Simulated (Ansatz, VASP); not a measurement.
## KBr: VASP beside Ansatz

Contents of INCAR:

```
SYSTEM = KBr
PREC     = Accurate       ! precision mode
ENCUT    = 520            ! plane-wave cutoff, eV
EDIFF    = 1E-6           ! SCF threshold, eV
ISMEAR   = -1             ! smearing method
SIGMA    = 0.02           ! smearing width, eV
LREAL    = .FALSE.        ! projectors in reciprocal space
LASPH    = .TRUE.         ! aspherical terms in the spheres
NELM     = 80             ! most SCF steps
ALGO     = Normal         ! electronic algorithm
ISIF     = 2              ! what is computed and relaxed
LWAVE    = .FALSE.        ! write WAVECAR
LCHARG   = .TRUE.         ! write CHGCAR
GGA      = PE             ! functional
LELF     = .TRUE.         ! ELF
LVHAR    = .TRUE.       
NBANDS   = 15             ! bands
```

KPOINTS

```
regular mesh
0
G
  6 6 6
  0 0 0
```

POSCAR

```
KBr
1.0
    4.0252305376      0.0000000000      0.0000000000
    0.0000000000      4.0252305376      0.0000000000
    0.0000000000      0.0000000000      4.0252305376
K Br
1 1
Direct
    0.0000000000      0.0000000000      0.0000000000
    0.5000000000      0.5000000000      0.5000000000
```

Input for Ansatz:

```yaml
crystal:
  lattice:
    - [4.0252305376, 0.0, 0.0]
    - [0.0, 4.0252305376, 0.0]
    - [0.0, 0.0, 4.0252305376]
  atoms:
    - { symbol: K, position: [0.0, 0.0, 0.0] }
    - { symbol: Br, position: [0.5, 0.5, 0.5] }
kpoints:
  mp_grid: { grid: [6, 6, 6] }
  band_path:
    path:
      - [0.0, 0.0, 0.0]
      - [0.0, 0.5, 0.0]
      - [0.5, 0.5, 0.0]
      - [0.5, 0.5, 0.5]
      - [0.0, 0.5, 0.5]
    npoints: 1
hamiltonian:
  xc: pbe
scf:
  occupations: { method: fermi_dirac, width: 0.02 }
  n_extra_bands: 4
output:
  forces: true
  stress: true
  eigenvalues: true
```

Change from the starting cell: hydrostatic strain +1.2%.

Alike in both runs: task single point; functional PBE; k mesh 6 × 6 × 6; occupations fermi-dirac, width 0.02 eV; no spin polarisation.

|  | VASP | Ansatz |
| --- | --- | --- |
| version | VASP 6.6.1 | Ansatz 0.2.0 |
| potentials or method | VASP PAW PBE potentials, release 64 (K_sv, Br) | plane waves, PAW |
| plane-wave cutoff (eV) | 520 | 420 |
| valence electrons in the cell | 16 | 16 |

```csv
,VASP,Ansatz,Ansatz less VASP
gap on the k mesh at the Fermi level (eV),3.90,3.91,+0.002
pressure (GPa),0.2,0.2,0.00
```

A k mesh can miss the band edges.
